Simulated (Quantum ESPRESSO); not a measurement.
Crystal: BaS.

```
CELL_PARAMETERS angstrom
0.00000 3.19375 3.19375
3.19375 0.00000 3.19375
3.19375 3.19375 0.00000
ATOMIC_POSITIONS crystal
Ba 0.00000 0.00000 0.00000
S 0.50000 0.50000 0.50000
```

Base run:

* Program: Quantum ESPRESSO 7.5
* Functional: PBEsol
* Potentials or basis: PseudoDojo 0.4.1 SR PBEsol standard
* Cutoff: 707 eV
* Density cutoff: 2830 eV
* k mesh: 6 × 6 × 6
* Occupations: fixed
* Spin: no spin polarisation

Its results: band gap on the k mesh, mean-field level 2.02 eV, indirect (least direct gap 2.15 eV).

Question: The run is repeated on the same cell with these changes: functional from PBEsol to LDA; potentials or basis from PseudoDojo 0.4.1 SR PBEsol standard to PseudoDojo 0.4.1 SR LDA standard; cutoff from 707 eV to 735 eV; density cutoff from 2830 eV to 2939 eV. What comes out?

Answer: Band gap on the k mesh, mean-field level 1.95 eV, indirect (least direct gap 2.08 eV).

Caveats: this release of the barium file is off; spin-orbit coupling is left out, which moves the levels of the heavy elements.

A k mesh can miss the band edges.
